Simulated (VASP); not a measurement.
# C in VASP: further runs

The runs below take C through single point, molecular dynamics, with PBE+D3(BJ).

All numbers are computed with VASP 6.6.1; they aren't measurements. Logs are shortened: lines on timing, memory, paths and dates and some standing lists are left out, and cuts for length are marked.

**1. Starting point**

The cell holds a slab with vacuum, 18 atoms: a = 7.398 Å, b = 7.398 Å, c = 12.000 Å, α = 90.00°, β = 90.00°, γ = 120.00°.

The cell was built by a generator and needn't be a form met in nature.

**2. Single point, PBE+D3(BJ)**

File INCAR:

```
SYSTEM = C
PREC     = Accurate       ! precision mode
ENCUT    = 520            ! plane-wave cutoff, eV
EDIFF    = 1E-6           ! SCF threshold, eV
ISMEAR   = -1             ! smearing method
SIGMA    = 0.05           ! smearing width, eV
LREAL    = Auto         
LASPH    = .TRUE.         ! aspherical terms in the spheres
NELM     = 100            ! most SCF steps
ALGO     = Normal         ! electronic algorithm
ISIF     = 2              ! what is computed and relaxed
LWAVE    = .FALSE.        ! write WAVECAR
LCHARG   = .FALSE.        ! write CHGCAR
GGA      = PE             ! functional
IVDW     = 12             ! dispersion correction
NBANDS   = 51             ! bands
```

File KPOINTS:

```
Automatic mesh
0
G
  2 2 1
  0 0 0
```

File POSCAR:

```
C
1.0
    7.3980000000      0.0000000000      0.0000000000
   -3.6990000000      6.4068560000      0.0000000000
    0.0000000000      0.0000000000     12.0000000000
C
18
Direct
    0.0024775342      0.0049009998      0.0873000000
    0.2233028401      0.1131912439      0.0803250000
    0.0015979415      0.3353126713      0.0836500000
    0.2185545361      0.4430566256      0.0880583333
    0.0020897058      0.6654121772      0.0897666667
    0.2290806119      0.7827083986      0.0814416667
    0.3311073037      0.0046044425      0.0842916667
    0.5598662267      0.1187321831      0.0838083333
    0.3204367085      0.3254638469      0.0829916667
    0.5545907720      0.4388111735      0.0768833333
    0.3315840136      0.6650063619      0.0765250000
    0.5596320388      0.7715484787      0.0811250000
    0.6648136834     -0.0058687131      0.0793000000
    0.8967429585      0.1168435813      0.0820416667
    0.6653215976      0.3341576586      0.0804666667
    0.8858791017      0.4436965651      0.0860333333
    0.6648817176      0.6614476742      0.0868250000
    0.8880356196      0.7809914879      0.0891583333
```

Potentials or basis: VASP PAW PBE potentials, release 64 (C).

Launch:

```
$ cat potpaw_PBE.64/C/POTCAR > POTCAR
$ mpirun -np 1 vasp_std > vasp.out
```

OUTCAR:

```text
SYSTEM = C
   PREC = Accurate
   ENCUT = 520
   EDIFF = 1E-6
   ISMEAR = -1
   LREAL = Auto
   LASPH = .TRUE.
   NELM = 100
   ISIF = 2
   GGA = PE
   IVDW = 12
 IVDW          = 12

 ion  position               nearest neighbor table
   1  0.002  0.005  0.087-  14 1.40   2 1.42  18 1.43
   2  0.223  0.113  0.080-   9 1.36   7 1.39   1 1.42
   3  0.002  0.335  0.084-   4 1.39  14 1.40  16 1.44
   4  0.219  0.443  0.088-   3 1.39   9 1.41  11 1.43
   5  0.002  0.665  0.090-  16 1.42   6 1.46  18 1.47
   6  0.229  0.783  0.081-  11 1.41   7 1.42   5 1.46
[... 10 lines left out ...]
  17  0.665  0.661  0.087-  12 1.38  18 1.43  10 1.43
  18  0.888  0.781  0.089-  17 1.43   1 1.43   5 1.47

  LATTYP: Found a hexagonal cell.
 ALAT       =     7.3980000000
 C/A-ratio  =     1.6220600162

  Lattice vectors:

 A1 = (   7.3980000000,   0.0000000000,   0.0000000000)
 A2 = (  -3.6990000000,   6.4068560000,   0.0000000000)
 A3 = (   0.0000000000,   0.0000000000,  12.0000000000)

Analysis of symmetry for initial positions (statically):
=====================================================================
 Subroutine PRICEL returns:
 Original cell was already a primitive cell.

 Routine SETGRP: Setting up the symmetry group for a
 hexagonal supercell.

 Subroutine GETGRP returns: Found  1 space group operations
 (whereof  1 operations were pure point group operations)
 out of a pool of 24 trial point group operations.

The static configuration has the point symmetry C_1 .

Analysis of symmetry for dynamics (positions and initial velocities):
=====================================================================
 Subroutine PRICEL returns:
 Original cell was already a primitive cell.

 Routine SETGRP: Setting up the symmetry group for a
 hexagonal supercell.

 Subroutine GETGRP returns: Found  1 space group operations
 (whereof  1 operations were pure point group operations)
 out of a pool of 24 trial point group operations.

The dynamic configuration has the point symmetry C_1 .

 Subroutine INISYM returns: Found  1 space group operations
 (whereof  1 operations are pure point group operations),
 and found     1 'primitive' translations

----------------------------------------------------------------------------------------

                                     Primitive cell

  volume of cell :     568.7750

  direct lattice vectors                    reciprocal lattice vectors
     7.398000000  0.000000000  0.000000000     0.135171668  0.078041398  0.000000000
    -3.699000000  6.406856000  0.000000000     0.000000000  0.156082796  0.000000000
     0.000000000  0.000000000 12.000000000     0.000000000  0.000000000  0.083333333

  length of vectors
     7.398000000  7.398000054 12.000000000     0.156082797  0.156082796  0.083333333

  position of ions in fractional coordinates (direct lattice)
     0.002477534  0.004901000  0.087300000
     0.223302840  0.113191244  0.080325000
     0.001597942  0.335312671  0.083650000
     0.218554536  0.443056626  0.088058333
     0.002089706  0.665412177  0.089766667
     0.229080612  0.782708399  0.081441667
[... 10 lines left out ...]
     0.664881718  0.661447674  0.086825000
     0.888035620  0.780991488  0.089158333

  ion indices of the primitive-cell ions
   primitive index   ion index
                 1           1
                 2           2
                 3           3
                 4           4
                 5           5
                 6           6
[... 10 lines left out ...]
                17          17
                18          18

----------------------------------------------------------------------------------------

 KPOINTS: Automatic mesh

Automatic generation of k-mesh.
 Grid dimensions read from file:
 generate k-points for:    2    2    1

 Generating k-lattice:

  Cartesian coordinates                     Fractional coordinates (reciprocal lattice)
     0.067585834  0.039020699  0.000000000     0.500000000  0.000000000  0.000000000
     0.000000000  0.078041398  0.000000000     0.000000000  0.500000000  0.000000000
     0.000000000  0.000000000  0.083333333     0.000000000  0.000000000  1.000000000

  Length of vectors
     0.078041399  0.078041398  0.083333333

  Shift w.r.t. Gamma in fractional coordinates (k-lattice)
     0.000000000  0.000000000  0.000000000

 Subroutine IBZKPT returns following result:
 ===========================================

 Found      4 irreducible k-points:

 Following reciprocal coordinates:
            Coordinates               Weight
  0.000000  0.000000  0.000000      1.000000
  0.500000  0.000000  0.000000      1.000000
  0.000000  0.500000  0.000000      1.000000
  0.500000  0.500000  0.000000      1.000000
   k-points           NKPTS =      4   k-points in BZ     NKDIM =      4   number of bands    NBANDS=     51
   number of dos      NEDOS =    301   number of ions     NIONS =     18
   total plane-waves  NPLWV = 282240
   dimension x,y,z NGX =    56 NGY =   56 NGZ =   90
   dimension x,y,z NGXF=   112 NGYF=  112 NGZF=  180
   ions per type =              18
   NGX,Y,Z   is equivalent  to a cutoff of  12.58, 12.58, 12.47 a.u.
   NGXF,Y,Z  is equivalent  to a cutoff of  25.17, 25.17, 24.94 a.u.
 SYSTEM =  C
   PREC   = accura    normal or accurate (medium, high low for compatibility)
   ISTART =      0    job   : 0-new  1-cont  2-samecut
   ICHARG =      2    charge: 1-file 2-atom 10-const
   ISPIN  =      1    spin polarized calculation?
   LNONCOLLINEAR =      F non collinear calculations
   LSORBIT =      F    spin-orbit coupling
   LASPH  =      T    aspherical Exc in radial PAW
   ENCUT  =  520.0 eV  38.22 Ry    6.18 a.u.  13.76 13.76 22.31*2*pi/ulx,y,z
   NELM   =    100;   NELMIN=  2; NELMDL= -5     # of ELM steps
   EDIFF  = 0.1E-05   stopping-criterion for ELM
   LREAL  =      T    real-space projection
   EDIFFG = 0.1E-04   stopping-criterion for IOM
   NSW    =      0    number of steps for IOM
[... 5 lines left out ...]
   TEBEG  =    0.0;   TEEND  =   0.0 temperature during run
   PSTRESS=    0.0 pullay stress
   NELECT =      72.0000    total number of electrons
   NUPDOWN=      -1.0000    fix difference up-down
   EMIN   =  10.00;   EMAX   =-10.00  energy-range for DOS
   EFERMI =   0.00;   METHOD = LEGACY
   ISMEAR =    -1;   SIGMA  =   0.05  broadening in eV -4-tet -1-fermi 0-gaus
   EFERMI_NEDOS =   21; number of points for ismear=-14 and -15
   IALGO  =     38    algorithm
   IMIX   =      4    mixing-type and parameters
     AMIX     =   0.40;   BMIX     =  1.00
     AMIX_MAG =   1.60;   BMIX_MAG =  1.00
  volume/ion in A,a.u.               =      31.60       213.24
  Fermi-wavevector in a.u.,A,eV,Ry     =   0.822001  1.553356  9.193253  0.675685
  Thomas-Fermi vector in A             =   1.933259
   LORBIT       =      0    0 simple, 1 ext, 2 COOP (PROOUT), +10 PAW based schemes
   GGA     = PE    functional components
   LHFCALC =     F    Hartree Fock is set to
   AEXX    =    0.0000 exact exchange contribution
   IVDW    =    12    specifies the selected vdW correction
   LEPSILON=     F    determine dielectric tensor
   LRPA    =     F    only Hartree local field effects (RPA)
 non-spin polarized calculation
  energy-cutoff  :      520.00
  volume of cell :      568.78
 maximum number of plane-waves:     15363
 NGX is ok and might be reduce to    56
   NGX = 27   NGY = 27   NGZ = 45

 number of electron      71.9999995 magnetization

 Free energy of the ion-electron system (eV)
  ---------------------------------------------------
  ext. energy  EPLUGINS =         0.00000000
  ---------------------------------------------------
  free energy    TOTEN  =      -164.75801729 eV

  energy without entropy =     -164.72468013  energy(sigma->0) =     -164.74134871

 E-fermi :  -1.7514     XC(G=0):  -3.5769

 val. band max:       -1.7903024619   @ k =   0.0000   0.0000   0.0000
 cond. band min:      -1.7132972876   @ k =   0.0000   0.0000   0.0000
 fundamental gap:      0.0770051742
 Fermi energy:        -1.7513993726

 k-point     1 :       0.0000    0.0000    0.0000
  band No.  band energies     occupation
      1     -21.2856      2.00000
      2     -19.0168      2.00000
      3     -18.8608      2.00000
      4     -18.7595      2.00000
      5     -18.6084      2.00000
      6     -18.5047      2.00000
[... 40 lines left out ...]
     47       3.5327      0.00000
     48       4.9590      0.00000

 k-point     2 :       0.5000    0.0000    0.0000
  band No.  band energies     occupation
      1     -20.7135      2.00000
      2     -20.5576      2.00000
      3     -19.4316      2.00000
      4     -19.1977      2.00000
      5     -17.1493      2.00000
      6     -16.8276      2.00000
[... 40 lines left out ...]
     47       4.1167      0.00000
     48       4.2681      0.00000

 k-point     3 :       0.0000    0.5000    0.0000
  band No.  band energies     occupation
      1     -20.7645      2.00000
      2     -20.4906      2.00000
      3     -19.4139      2.00000
      4     -19.2495      2.00000
      5     -16.9769      2.00000
      6     -16.8686      2.00000
[... 40 lines left out ...]
     47       4.0912      0.00000
     48       4.3260      0.00000

 k-point     4 :       0.5000    0.5000    0.0000
  band No.  band energies     occupation
      1     -20.7193      2.00000
      2     -20.5548      2.00000
      3     -19.4206      2.00000
      4     -19.2045      2.00000
      5     -17.0245      2.00000
      6     -16.9165      2.00000
[... 40 lines left out ...]
     47       4.1388      0.00000
     48       4.3442      0.00000
 [bands above 48 left out]

------------------------ aborting loop because EDIFF is reached ----------------------------------------

 Edisp (eV)   -1.59776

 E8    (eV) :    -0.4979

  FORCE on cell =-STRESS in cart. coord.  units (eV):
  Direction    XX          YY          ZZ          XY          YZ          ZX
  --------------------------------------------------------------------------------------
  -------------------------------------------------------------------------------------
  Total       3.35383     1.36640    -0.53562     1.00606    -0.15890     0.35679
  in kB       9.44737     3.84899    -1.50878     2.83395    -0.44760     1.00503
  external pressure =        3.93 kB  Pullay stress =        0.00 kB

 VOLUME and BASIS-vectors are now :
 -----------------------------------------------------------------------------
  energy-cutoff  :      520.00
  volume of cell :      568.78
      direct lattice vectors                 reciprocal lattice vectors
     7.398000000  0.000000000  0.000000000     0.135171668  0.078041398  0.000000000
    -3.699000000  6.406856000  0.000000000     0.000000000  0.156082796  0.000000000
     0.000000000  0.000000000 12.000000000     0.000000000  0.000000000  0.083333333

 POSITION                                       TOTAL-FORCE (eV/Angst)
 -----------------------------------------------------------------------------------
      0.00020      0.03140      1.04760        -0.421148     -1.640385     -0.521226
      1.23330      0.72520      0.96390        -1.020089     -1.149247      0.892780
     -1.22850      2.14830      1.00380        -1.758798     -0.194437      0.388505
     -0.02200      2.83860      1.05670         0.443694      0.974104     -1.059690
     -2.44590      4.26320      1.07720        -1.248973      0.849065     -0.593679
     -1.20050      5.01470      0.97730        -1.078518     -0.933768      0.339855
[... 10 lines left out ...]
      2.47210      4.23780      1.04190         1.067041     -0.223941     -0.679024
      3.68080      5.00370      1.06990         1.650358     -0.764379      0.161639
 -----------------------------------------------------------------------------------
    total drift:                                0.000986      0.013287     -0.012307

  FREE ENERGIE OF THE ION-ELECTRON SYSTEM (eV)
  ---------------------------------------------------
  free  energy   TOTEN  =      -166.3557726314 eV

  energy  without entropy=     -166.3224354642  energy(sigma->0) =     -166.33910405
```

It took 4.9 min on 1 thread of Intel Xeon Platinum 8259CL at 2.50GHz (Skylake/Cascade Lake), shared host; peak memory 0.55 GiB.

What came out:

| Item | Value |
| --- | --- |
| Free energy | -166.3558 eV |
| Largest force | 4.308 eV/Å |
| Band gap on the k mesh | 0.08 eV |
| Dispersion energy per atom | -0.089 eV |

Forces in eV/Å, atoms in the order of the input:
```
C   -0.421 -1.640 -0.521
C   -1.020 -1.149  0.893
C   -1.759 -0.194  0.389
C    0.444  0.974 -1.060
C   -1.249  0.849 -0.594
C   -1.079 -0.934  0.340
C    2.792 -0.285 -0.540
C   -0.004 -3.734 -0.577
C    3.059  3.005 -0.409
C   -2.336  0.872  1.058
C    1.090  0.400  1.134
C   -2.793  1.408 -0.283
C    0.326  1.872  0.616
C   -1.895 -1.787  0.128
C    0.524  0.068  0.174
C    1.604  1.265 -0.230
C    1.067 -0.224 -0.679
C    1.650 -0.764  0.162
```

Caveat: the k mesh is coarse (spacing up to 0.49 Å⁻¹), so the values aren't converged. As with any semilocal functional, this PBE gap is likely too small.

(Continued in part 2 of 2.)
